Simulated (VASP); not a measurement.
# SiC (Moissanite 3C) (F-43m) in VASP: settings compared, part 2 of 2

VASP 6.6.1.

## Step 3: Optical spectrum, PW91+D3(BJ) (atoms moved at random, drawn with an rms of 0.05 Å)

File INCAR:

```
ALGO = Normal
CSHIFT = 0.1
EDIFF = 1E-7
ENCUT = 520
GGA = 91
ISIF = 2
ISMEAR = 0
IVDW = 12
LASPH = True
LCHARG = False
LOPTICS = True
LREAL = False
LWAVE = False
NBANDS = 52
NEDOS = 1000
NELM = 100
PREC = Accurate
SIGMA = 0.05
VDW_A1 = 0.6319
VDW_A2 = 4.5718
VDW_S6 = 1.0
VDW_S8 = 1.9598
```

File KPOINTS:

```
k-points
0
Gamma
  10 10 10
```

File POSCAR:

```
SiC
3.0816
    0.000000000000      0.707100207684      0.707100207684
    0.707100207684      0.000000000000      0.707100207684
    0.707100207684      0.707100207684      0.000000000000
Si C
1 1
Direct
    0.0140750000      0.0087440000     -0.0178660000
    0.7605470000      0.7520680000      0.7383890000
```

Potentials or basis: VASP PAW PBE potentials, release 64 (Si, C).

Launch:

```console
> cat potpaw_PBE.64/Si/POTCAR potpaw_PBE.64/C/POTCAR > POTCAR
> mpirun -np 1 vasp_std > vasp.out
```

OUTCAR:

```text
EDIFF = 1E-7
   ENCUT = 520
   GGA = 91
   ISIF = 2
   ISMEAR = 0
   IVDW = 12
   LASPH = True
   LREAL = False
   NELM = 100
   PREC = Accurate
 IVDW          = 12

 ion  position               nearest neighbor table
   1  0.014  0.009  0.982-   2 1.87   2 1.88   2 1.90   2 1.90
   2  0.761  0.752  0.738-   1 1.87   1 1.88   1 1.90   1 1.90

  LATTYP: Found a face centered cubic cell.
 ALAT       =     4.3580000000

  Lattice vectors:

 A1 = (   0.0000000000,   2.1790000000,   2.1790000000)
 A2 = (   2.1790000000,   0.0000000000,   2.1790000000)
 A3 = (   2.1790000000,   2.1790000000,   0.0000000000)

Analysis of symmetry for initial positions (statically):
=====================================================================
 Subroutine PRICEL returns:
 Original cell was already a primitive cell.

 Routine SETGRP: Setting up the symmetry group for a
 face centered cubic supercell.

 Subroutine GETGRP returns: Found  1 space group operations
 (whereof  1 operations were pure point group operations)
 out of a pool of 48 trial point group operations.

The static configuration has the point symmetry C_1 .

Analysis of symmetry for dynamics (positions and initial velocities):
[... 983 lines left out ...]
      3.24771      3.26618      3.29599         0.026672     -0.115493      0.426457
 -----------------------------------------------------------------------------------
    total drift:                                0.000040      0.000017      0.000080

  FREE ENERGIE OF THE ION-ELECTRON SYSTEM (eV)
  ---------------------------------------------------
  free  energy   TOTEN  =       -15.4919771984 eV

  energy  without entropy=      -15.4919771984  energy(sigma->0) =      -15.49197720

 electrical conductivity sigma (Mega S m-1) (frequency dependency in vasprun.xml)
  --------------------------------------------------------------------------------------
       0.000      -0.000       0.000
      -0.000       0.000      -0.000
       0.000      -0.000       0.000

  frequency dependent IMAGINARY DIELECTRIC FUNCTION (independent particle, no local field effects) density-density
     E(ev)      X         Y         Z        XY        YZ        ZX
  --------------------------------------------------------------------------------------------------------------
     0.00000     0.00000    -0.00000    -0.00000     0.00000     0.00000     0.00000
     1.28707     0.00000     0.00000     0.00000    -0.02468    -0.09751     0.08070
     2.57415     0.00000     0.00000     0.00000    -0.01377    -0.05643     0.04751
     3.86122     0.00000     0.00000     0.00000    -0.00764    -0.04850     0.04167
     5.14830     3.61957     3.53809     2.75265    -0.55326    -0.08043     0.22353
     6.43537    28.07423    27.95095    27.22462     1.01102    -0.08886    -0.25753
[... 92 lines left out ...]
   126.13335     0.00000     0.00000     0.00000     0.00000     0.00001    -0.00000
   127.42042     0.00000     0.00000     0.00000     0.00000     0.00001    -0.00000

  frequency dependent      REAL DIELECTRIC FUNCTION (independent particle, no local field effects) density-density
     E(ev)        X           Y           Z          XY          YZ          ZX
  --------------------------------------------------------------------------------------------------------------
     0.00000     7.19066     7.19094     7.19493    -0.28041    -1.20682     0.98629
     1.28707     7.39395     7.39425     7.39857     0.02765    -0.00747    -0.00186
     2.57415     8.11902     8.11942     8.12505     0.03767    -0.00213    -0.00871
     3.86122    10.02826    10.02908    10.03967     0.07114    -0.00132    -0.01918
     5.14830    12.45279    12.43635    12.27978    -0.07642    -0.01768     0.03423
     6.43537    11.63508    11.63693    11.70864    -1.22244     0.56504    -0.04452
[... 92 lines left out ...]
   126.13335     0.96693     0.96693     0.96693     0.00000     0.00000     0.00000
   127.42042     0.96763     0.96763     0.96763     0.00000     0.00000     0.00000

  frequency dependent IMAGINARY DIELECTRIC FUNCTION (independent particle, no local field effects) current-current
     E(ev)      X         Y         Z        XY        YZ        ZX
  --------------------------------------------------------------------------------------------------------------
     0.00000     0.00000     0.00000     0.00000    -0.18738    -0.93808     0.76598
     1.28707     0.00000     0.00000     0.00000    -0.01928    -0.09809     0.08046
     2.57415    -0.00000     0.00000     0.00000    -0.01028    -0.05650     0.04706
     3.86122    -0.00000     0.00000     0.00000    -0.00346    -0.04851     0.04085
     5.14830     3.53460     3.45319     2.65992    -0.54602    -0.08066     0.22071
     6.43537    27.96166    27.84065    27.12931     0.97919    -0.06775    -0.26230
[... 92 lines left out ...]
   126.13335    -0.00000     0.00000     0.00000     0.00000     0.00001    -0.00000
   127.42042    -0.00000     0.00000     0.00000     0.00000     0.00001    -0.00000

  frequency dependent      REAL DIELECTRIC FUNCTION (independent particle, no local field effects) current-current
     E(ev)        X           Y           Z          XY          YZ          ZX
  --------------------------------------------------------------------------------------------------------------
     0.00000     7.18814     7.18841     7.19277     0.02821     0.00042    -0.00779
     1.28707     7.38915     7.38945     7.39415     0.03040     0.00042    -0.00841
     2.57415     8.11293     8.11332     8.11944     0.03916     0.00041    -0.01091
     3.86122    10.01694    10.01780    10.02937     0.07259     0.00038    -0.02088
     5.14830    12.28713    12.27055    12.11338    -0.04851    -0.01500     0.02529
     6.43537    10.95785    10.95874    11.02560    -1.26267     0.56532    -0.03419
[... 92 lines left out ...]
   126.13335     0.96693     0.96693     0.96693    -0.00000    -0.00000     0.00000
   127.42042     0.96763     0.96763     0.96763    -0.00000    -0.00000     0.00000
```

Run time: 9.7 min. Hardware: 1 thread of AMD EPYC 7R13 (Zen 3), shared host; peak memory 0.49 GiB.

Results:

```
Free energy                : -15.4920 eV
Pressure                   : 0.1 GPa
Largest force              : 0.443 eV/Å
Band gap on the k mesh     : 1.28 eV, indirect (least direct gap 4.52 eV)
Dispersion energy per atom : -0.213 eV
```

Forces on the atoms (eV/Å):
```
Si  -0.027  0.115 -0.426
C    0.027 -0.115  0.426
```

Stress tensor (GPa, compression positive):
```
 0.14 -1.40  0.38
-1.40  0.13 -0.10
 0.38 -0.10  0.05
```

Dielectric function (mean over the directions given):
```tsv
energy (eV)	real part	imaginary part
0.26	7.20	0.00
0.90	7.29	0.00
1.54	7.49	0.00
2.19	7.83	0.00
2.96	8.50	0.00
3.60	9.46	0.00
4.25	11.34	0.00
4.89	13.96	2.35
5.66	13.59	5.38
6.31	17.71	23.49
6.95	5.86	39.94
7.72	0.08	3.89
8.37	2.05	15.33
9.01	-8.69	7.75
9.65	-5.24	11.45
10.43	-4.57	3.45
11.07	-3.19	1.88
11.71	-1.43	1.84
12.36	-4.20	3.02
13.13	-2.31	1.87
13.77	-2.14	2.10
14.42	-1.79	0.68
15.19	-1.42	0.86
15.83	-1.34	1.21
16.47	-1.20	0.27
17.12	-0.95	0.64
17.89	-0.78	0.74
18.53	-0.62	0.35
19.18	-0.44	0.39
19.95	-0.26	0.21
```

Caveat: spectra need much finer meshes, so this one isn't converged; independent-particle spectra lack excitons; the PAW data sets were made with another functional, which shifts forces and pressure a little.

## Step 4: The reference run

An earlier run on the cell as given: functional PBE; potentials or basis VASP PAW PBE potentials, release 64 (Si, C); cutoff 520 eV; k mesh 10 × 10 × 10; occupations fermi-dirac, width 0.05 eV; no spin polarisation.

* Pressure: 3.2 GPa
* Band gap on the k mesh: 1.36 eV, indirect (least direct gap 4.54 eV)

## Step 5: The runs side by side

| task | level | cell | smearing | gap on the mesh (eV) | pressure (GPa) |
| --- | --- | --- | --- | --- | --- |
| band structure | PBEsol+D4 | as given | gaussian 0.05 eV | - | - |
| optical spectrum | PW91+D3(BJ) | atoms moved at random, drawn with an rms of 0.05 Å | gaussian 0.05 eV | 1.28 | 0.1 |
| single point | PBE | as given | fermi-dirac 0.05 eV | 1.36 | 3.2 |

Alike in all rows: potentials or basis VASP PAW PBE potentials, release 64 (Si, C); no spin polarisation; k mesh 10 × 10 × 10; cutoff (eV) 520.

Caveats: the PAW data sets were made with another functional, which shifts forces and pressure a little (some runs); spectra need much finer meshes, so this one isn't converged (some runs); independent-particle spectra lack excitons (some runs).

Total energies depend on the potentials used, so only differences within one code and one set of settings carry meaning.

## Step 6: How close it comes

Step 2. A measured gap of SiC is 2.4 eV (indirect; quoted in “Insight into the structural, elastic and electronic properties of a new orthorhombic 6O-SiC polytype”, 2020, pmc:7200658); the calculated 1.23 eV misses it by -1.17 eV. The value is that of PBEsol+D4, without temperature or zero-point motion. Semilocal functionals fall short of measured gaps as a rule.
